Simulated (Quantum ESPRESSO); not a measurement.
# NaI (P1) in Quantum ESPRESSO: convergence with SCF threshold

Aim: find how far SCF threshold must go before the results for NaI settle, at LDA. This setting moves, with any that are tied to it; all else stays.

Program: Quantum ESPRESSO 7.5. These are calculated values, not measurements. Logs are shortened: lines on timing, memory, paths and dates and some standing lists are left out, and cuts for length are marked.

### Step 1. The cell of the first run

The typed cell holds 2 atoms: a = 4.577 Å, b = 4.577 Å, c = 4.577 Å, α = 60.00°, β = 60.00°, γ = 60.00°.

The cell isn't the ideal one: atoms moved at random, drawn with an rms of 0.1 Å.

### Step 2. With SCF threshold 0.001 Ry

Contents of pw.in:

```
&CONTROL
  calculation = 'scf'
  prefix = 'pwscf'
  outdir = './tmp'
  pseudo_dir = './pseudo'
  tprnfor = .true.
  tstress = .true.
  disk_io = 'nowf'
/
&SYSTEM
  ibrav = 0
  nat = 2
  ntyp = 2
  ecutwfc = 45
  ecutrho = 360
  nbnd = 14
  occupations = 'smearing'
  smearing = 'fd'
  degauss = 0.00999582
/
&ELECTRONS
  conv_thr = 0.001
  electron_maxstep = 120
  mixing_beta = 0.5
/
ATOMIC_SPECIES
I    126.9045 i_lda_v1.uspp.F.UPF
Na    22.9898 na_lda_v1.5.uspp.F.UPF
CELL_PARAMETERS angstrom
   0.0000000000    3.2364000000    3.2364000000
   3.2364000000    0.0000000000    3.2364000000
   3.2364000000    3.2364000000    0.0000000000
ATOMIC_POSITIONS crystal
I      0.5060990000    0.4968310000    0.4835520000
Na    -0.0103710000    0.0147900000   -0.0090970000
K_POINTS automatic
7 7 7 0 0 0
```

Potentials or basis: GBRV 1.5 LDA.

Launch:

```sh
OMP_NUM_THREADS=1 pw.x -in pw.in > pw.out
```

pw.out:

```text
This program is part of the open-source Quantum ESPRESSO suite
     for quantum simulation of materials; please cite
[... 6 lines left out ...]
     --------------------
     sticks:   dense  smooth     PW     G-vecs:    dense   smooth      PW
     Sum        1867     925    283                52873    18643    3119

     Using Slab Decomposition

     bravais-lattice index     =            0
     lattice parameter (alat)  =       8.6492  a.u.
     unit-cell volume          =     457.5233 (a.u.)^3
     number of atoms/cell      =            2
     number of atomic types    =            2
     number of electrons       =        16.00
     number of Kohn-Sham states=           14
     kinetic-energy cutoff     =      45.0000  Ry
     charge density cutoff     =     360.0000  Ry
     scf convergence threshold =      1.0E-03
     mixing beta               =       0.5000
     number of iterations used =            8  plain     mixing
     Exchange-correlation=  SLA  PZ   NOGX NOGC
                           (   1   1   0   0   0   0   0)

     celldm(1)=   8.649202  celldm(2)=   0.000000  celldm(3)=   0.000000
     celldm(4)=   0.000000  celldm(5)=   0.000000  celldm(6)=   0.000000

     crystal axes: (cart. coord. in units of alat)
               a(1) = (   0.000000   0.707107   0.707107 )
               a(2) = (   0.707107   0.000000   0.707107 )
               a(3) = (   0.707107   0.707107   0.000000 )

     reciprocal axes: (cart. coord. in units 2 pi/alat)
               b(1) = ( -0.707107  0.707107  0.707107 )
               b(2) = (  0.707107 -0.707107  0.707107 )
               b(3) = (  0.707107  0.707107 -0.707107 )

     PseudoPot. # 1 for I  read from file:
     i_lda_v1.uspp.F.UPF
     Pseudo is Ultrasoft + core correction, Zval =  7.0
     Generated by new atomic code, or converted to UPF format
     Using radial grid of  893 points,  6 beta functions with:
                l(1) =   0
                l(2) =   0
                l(3) =   1
                l(4) =   1
                l(5) =   2
                l(6) =   2
     Q(r) pseudized with  8 coefficients,  rinner =    1.500   1.500   1.500
                                                       1.500   1.500

     PseudoPot. # 2 for Na read from file:
     na_lda_v1.5.uspp.F.UPF
     Pseudo is Ultrasoft, Zval =  9.0
     Generated by new atomic code, or converted to UPF format
     Using radial grid of  819 points,  5 beta functions with:
                l(1) =   0
                l(2) =   0
                l(3) =   1
                l(4) =   1
                l(5) =   2
     Q(r) pseudized with  8 coefficients,  rinner =    1.250   1.250   1.250
                                                       1.250   1.250

     atomic species   valence    mass     pseudopotential
     I                 7.00   126.90450     I ( 1.00)
     Na                9.00    22.98980     Na( 1.00)

     No symmetry found

   Cartesian axes

     site n.     atom                  positions (alat units)
         1        I      tau(   1) = (   0.6932355   0.6997889   0.7091786  )
         2        Na     tau(   2) = (   0.0040256  -0.0137660   0.0031247  )

     number of k points=   172  Fermi-Dirac smearing, width (Ry)=  0.0100

     Number of k-points >= 100: set verbosity='high' to print them.

     Dense  grid:    52873 G-vectors     FFT dimensions: (  54,  54,  54)

     Smooth grid:    18643 G-vectors     FFT dimensions: (  40,  40,  40)

     Check: negative core charge=   -0.000001

     Initial potential from superposition of free atoms

     starting charge      15.9944, renormalised to      16.0000
     Starting wfcs are    9 randomized atomic wfcs +    5 random wfcs

     Self-consistent Calculation

     iteration #  1     ecut=    45.00 Ry     beta= 0.50
     Davidson diagonalization with overlap
     ethr =  1.00E-02,  avg # of iterations =  7.0

     Threshold (ethr) on eigenvalues was too large:
     Diagonalizing with lowered threshold

     Davidson diagonalization with overlap
     ethr =  1.07E-04,  avg # of iterations =  4.8

     total energy              =    -160.00529768 Ry
     estimated scf accuracy    <       0.01658679 Ry

     iteration #  2     ecut=    45.00 Ry     beta= 0.50
     Davidson diagonalization with overlap
     ethr =  1.04E-04,  avg # of iterations =  2.0

     total energy              =    -160.00767132 Ry
     estimated scf accuracy    <       0.00110697 Ry

     iteration #  3     ecut=    45.00 Ry     beta= 0.50
     Davidson diagonalization with overlap
     ethr =  6.92E-06,  avg # of iterations =  4.0

     End of self-consistent calculation

     Number of k-points >= 100: set verbosity='high' to print the bands.

     the Fermi energy is     3.3798 ev

!    total energy              =    -160.00769900 Ry
     estimated scf accuracy    <       0.00020185 Ry
     smearing contrib. (-TS)   =      -0.00000006 Ry
     internal energy E=F+TS    =    -160.00769895 Ry

     The total energy is F=E-TS. E is the sum of the following terms:
     one-electron contribution =     -85.44723349 Ry
     hartree contribution      =      46.81350664 Ry
     xc contribution           =     -61.43631230 Ry
     ewald contribution        =     -59.93765979 Ry

     convergence has been achieved in   3 iterations

     Forces acting on atoms (cartesian axes, Ry/au):

     atom    1 type  1   force =     0.00223396   -0.00076402    0.00012415
     atom    2 type  2   force =    -0.00223396    0.00076402   -0.00012415

     Total force =     0.003344     Total SCF correction =     0.002359
     SCF correction compared to forces is large: reduce conv_thr to get better values

     Computing stress (Cartesian axis) and pressure

          total   stress  (Ry/bohr**3)                   (kbar)     P=      -25.54
  -0.00016887   0.00000047  -0.00000006          -24.84        0.07       -0.01
   0.00000047  -0.00017551  -0.00000003            0.07      -25.82       -0.01
  -0.00000006  -0.00000003  -0.00017646           -0.01       -0.01      -25.96

=------------------------------------------------------------------------------=
   JOB DONE.
=------------------------------------------------------------------------------=
```

Wall time 52 s (1 thread of Arm Neoverse V1, shared host); peak memory 0.3 GiB.

Results:

| Item | Value |
| --- | --- |
| Free energy | -2177.0156 eV |
| Pressure | -2.6 GPa |
| Largest force | 0.061 eV/Å |
| Band gap on the k mesh | 3.33 eV, direct |

### Step 3. With SCF threshold 0.0001 Ry

pw.in: that of step 2 with these lines changed.

```diff
@@ -21,3 +21,3 @@
 &ELECTRONS
-  conv_thr = 0.001
+  conv_thr = 0.0001
   electron_maxstep = 120
```

Potentials or basis: GBRV 1.5 LDA.

Launch:

```sh
OMP_NUM_THREADS=1 pw.x -in pw.in > pw.out
```

Run time: 60 s. Hardware: 1 thread of Arm Neoverse V1, shared host; peak memory 0.29 GiB.

What came out:

```yaml
Free_energy: -2177.0158 eV
Pressure: -1.5 GPa
Largest_force: 0.055 eV/Å
Band_gap_on_the_k_mesh: 3.33 eV, direct
```

### Step 4. With SCF threshold 1e-05 Ry

pw.in: that of step 3 with these lines changed.

```diff
@@ -21,3 +21,3 @@
 &ELECTRONS
-  conv_thr = 0.0001
+  conv_thr = 1d-05
   electron_maxstep = 120
```

Launch:

```sh
OMP_NUM_THREADS=1 pw.x -in pw.in > pw.out
```

It took 60 s on 1 thread of Arm Neoverse V1, shared host; peak memory 0.3 GiB.

Results:

- Free energy: -2177.0158 eV
- Pressure: -1.5 GPa
- Largest force: 0.055 eV/Å
- Band gap on the k mesh: 3.33 eV, direct

### Step 5. With SCF threshold 1e-06 Ry

pw.in: that of step 4 with these lines changed.

```diff
@@ -21,3 +21,3 @@
 &ELECTRONS
-  conv_thr = 1d-05
+  conv_thr = 1d-06
   electron_maxstep = 120
```

Launch:

```sh
OMP_NUM_THREADS=1 pw.x -in pw.in > pw.out
```

It took 60 s on 1 thread of Arm Neoverse V1, shared host; peak memory 0.3 GiB.

Results:

| Item | Value |
| --- | --- |
| Free energy | -2177.0158 eV |
| Pressure | -1.5 GPa |
| Largest force | 0.055 eV/Å |
| Band gap on the k mesh | 3.33 eV, direct |

### Step 6. With SCF threshold 1e-07 Ry

pw.in: that of step 5 with these lines changed.

```diff
@@ -21,3 +21,3 @@
 &ELECTRONS
-  conv_thr = 1d-06
+  conv_thr = 1d-07
   electron_maxstep = 120
```

Potentials or basis: GBRV 1.5 LDA.

Launch:

```sh
OMP_NUM_THREADS=1 pw.x -in pw.in > pw.out
```

It took 81 s on 1 thread of Arm Neoverse V1, shared host; peak memory 0.3 GiB.

Results (log left out):

* Free energy: -2177.0159 eV
* Pressure: -1.7 GPa
* Largest force: 0.064 eV/Å
* Band gap on the k mesh: 3.33 eV, direct

### Step 7. With SCF threshold 1e-08 Ry

pw.in: that of step 6 with these lines changed.

```diff
@@ -21,3 +21,3 @@
 &ELECTRONS
-  conv_thr = 1d-07
+  conv_thr = 1d-08
   electron_maxstep = 120
```

Launch:

```sh
OMP_NUM_THREADS=1 pw.x -in pw.in > pw.out
```

Wall time 90 s (1 thread of Arm Neoverse V1, shared host); peak memory 0.3 GiB.

The run converged. Its results:

* Free energy: -2177.0159 eV
* Pressure: -1.6 GPa
* Largest force: 0.063 eV/Å
* Band gap on the k mesh: 3.33 eV, direct

### Step 8. With SCF threshold 1e-10 Ry

pw.in: that of step 7 with these lines changed.

```diff
@@ -21,3 +21,3 @@
 &ELECTRONS
-  conv_thr = 1d-08
+  conv_thr = 1d-10
   electron_maxstep = 120
```

Launch:

```sh
OMP_NUM_THREADS=1 pw.x -in pw.in > pw.out
```

It took 1.9 min on 1 thread of Arm Neoverse V1, shared host; peak memory 0.3 GiB.

The run converged. Its results:

| Property | Result |
| --- | --- |
| Free energy | -2177.0159 eV |
| Pressure | -1.6 GPa |
| Largest force | 0.063 eV/Å |
| Band gap on the k mesh | 3.33 eV, direct |

### Step 9. With SCF threshold 1e-12 Ry

pw.in: that of step 8 with these lines changed.

```diff
@@ -21,3 +21,3 @@
 &ELECTRONS
-  conv_thr = 1d-10
+  conv_thr = 1d-12
   electron_maxstep = 120
```

Potentials or basis: GBRV 1.5 LDA.

Launch:

```sh
OMP_NUM_THREADS=1 pw.x -in pw.in > pw.out
```

Wall time 2 min (1 thread of Arm Neoverse V1, shared host); peak memory 0.3 GiB.

Results (log left out):

| Item | Value |
| --- | --- |
| Free energy | -2177.0159 eV |
| Pressure | -1.6 GPa |
| Largest force | 0.063 eV/Å |
| Band gap on the k mesh | 3.33 eV, direct |

### Step 10. Summary

| SCF threshold | energy less the tightest run, at zero smearing (meV/atom) | pressure (GPa) | largest force (eV/Å) | SCF cycles | CPU time (s) | peak memory (GiB) |
| --- | --- | --- | --- | --- | --- | --- |
| 0.001 Ry | 0.12 | -2.55 | 0.061 | 3 | 52 | 0.3 |
| 0.0001 Ry | 0.02 | -1.48 | 0.055 | 4 | 60 | 0.29 |
| 1e-05 Ry | 0.02 | -1.48 | 0.055 | 4 | 60 | 0.3 |
| 1e-06 Ry | 0.02 | -1.48 | 0.055 | 4 | 60 | 0.3 |
| 1e-07 Ry | 0.00 | -1.66 | 0.064 | 6 | 81 | 0.3 |
| 1e-08 Ry | 0.00 | -1.60 | 0.063 | 7 | 90 | 0.3 |
| 1e-10 Ry | 0.00 | -1.60 | 0.063 | 9 | 110 | 0.3 |
| 1e-12 Ry | 0.00 | -1.60 | 0.063 | 10 | 120 | 0.3 |

Against the tightest run, the energy stays within 1 meV/atom from 0.001 Ry on; the pressure stays within 0.1 GPa from 1e-07 Ry on; the largest force stays within 0.005 eV/Å from 1e-07 Ry on. The tightest run that finished is the yardstick and may itself not be fully converged.

Caveats: spin-orbit coupling is left out, which moves the levels of the heavy elements.
